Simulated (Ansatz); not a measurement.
An Ansatz input for TiO2

```yaml
crystal:
  lattice:
    - [4.515, 0.0, 0.0]
    - [0.0, 5.497, 0.0]
    - [0.0, 0.0, 4.939]
  atoms:
    - { symbol: Ti, position: [0.0, 0.171, 0.25] }
    - { symbol: Ti, position: [0.5, 0.329, 0.75] }
    - { symbol: Ti, position: [0.0, 0.829, 0.75] }
    - { symbol: Ti, position: [0.5, 0.671, 0.25] }
    - { symbol: O, position: [0.286, 0.376, 0.412] }
    - { symbol: O, position: [0.214, 0.124, 0.912] }
    - { symbol: O, position: [0.786, 0.124, 0.588] }
    - { symbol: O, position: [0.714, 0.376, 0.088] }
    - { symbol: O, position: [0.714, 0.624, 0.588] }
    - { symbol: O, position: [0.786, 0.876, 0.088] }
    - { symbol: O, position: [0.214, 0.876, 0.412] }
    - { symbol: O, position: [0.286, 0.624, 0.912] }
kpoints:
  mp_grid: { grid: [5, 5, 5] }
scf:
  occupations: { method: fermi_dirac, width: 0.02 }
  max_iter: 100
hamiltonian:
  xc: pbe
  pseudopotentials: { kind: paw }
output:
  forces: true
  stress: true
  populations: true
  efg:
    quadrupole_moments_barn: { Ti: 0.247, O: -0.02558 }
    contact_densities: true
basis:
  ecutwfc: "20 eV"
```

```sh
ansatz run input.yaml --threads 1 --pin off --max-ram 2560MiB --backend cpu --events-out ev --progress --plain --runs-dir out
```

(1) Does this calculation finish, and if not, why?

## Answers

(1) The program refused the input. The input holds a cutoff far too low. The program says:

```
Error: inconsistent input (basis.ecutwfc, kpoints): the smallest per-k basis holds n_pw = 22 plane waves (k-point 18, counted from 0 among those solved) but the deck needs at least 49 band(s) per channel, and no run solves more bands than the smallest per-k basis has plane waves; raise basis.ecutwfc until the smallest per-k basis, which caps the automatic band count, holds at least 49 plane waves
```

Against a sound input the change was `basis.ecutwfc`: not typed → 20 eV; `scf.max_iter`: not typed → 100.

With the sound settings the run converges and gives V_zz (10²¹ V/m²) Ti 2.89 (η 0.36), O -2.75 (η 0.57). At this cell the PBE pressure is 7 GPa, so with PBE the cell would grow if it were relaxed. The largest force is 0.7 eV/Å, so the atoms aren't at the calculated equilibrium and relaxing them would move these values.
